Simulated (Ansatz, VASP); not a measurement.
**One calculation of LiF, two programs**

File INCAR:

```
SYSTEM = LiF
PREC = Accurate
ENCUT = 520
EDIFF = 1E-6
ISMEAR = 0
SIGMA = 0.01
LREAL = .False.
LASPH = .True.
NELM = 100
ALGO = Normal
ISIF = 2
LWAVE = .False.
LCHARG = .False.
NBANDS = 12
```

KPOINTS

```
Automatic mesh
0
Gamma
  6 6 6
  0 0 0
```

The input POSCAR:

```
LiF
1.0
    0.0000000000      1.9948717406      1.9948717406
    1.9948717406      0.0000000000      1.9948717406
    1.9948717406      1.9948717406      0.0000000000
Li F
1 1
Direct
    0.0000000000      0.0000000000      0.0000000000
    0.5000000000      0.5000000000      0.5000000000
```

Input for Ansatz:

```yaml
crystal:
  lattice:
    - [0.0, 1.9948717406, 1.9948717406]
    - [1.9948717406, 0.0, 1.9948717406]
    - [1.9948717406, 1.9948717406, 0.0]
  atoms:
    - { symbol: Li, position: [0.0, 0.0, 0.0] }
    - { symbol: F, position: [0.5, 0.5, 0.5] }
kpoints:
  mp_grid: { grid: [6, 6, 6] }
hamiltonian:
  xc: lda
scf:
  occupations: { method: fixed }
output:
  optics:
    e_range: [2, 10]
    de: 0.05
    sigma: 0.03
    scissors: 1.0
    scheme: gaussian
    bands: { spectra_wanted_up_to: 10 }
  write_density: true
  write_potential: true
  elf: true
  volumetric_format: npy
```

Alike in both runs: task single point; functional LDA; k mesh 6 × 6 × 6; no spin polarisation.

|  | VASP | Ansatz |
| --- | --- | --- |
| version | VASP 6.6.1 | Ansatz 0.2.0 |
| potentials or method | VASP PAW LDA potentials, release 64 (Li_sv, F) | plane waves, PAW |
| plane-wave cutoff (eV) | 520 | 420 |
| occupations | gaussian, width 0.01 eV | fixed |
| valence electrons in the cell | 10 | 10 |

|  | VASP | Ansatz | Ansatz less VASP |
| --- | --- | --- | --- |
| gap on the k mesh at the Fermi level (eV) | 9.10 | 9.10 | +0.006 |

Caveats: the k mesh is coarse (spacing up to 0.45 Å⁻¹), so the values aren't converged. LDA gaps usually lie below the measured ones, often by a third to a half.
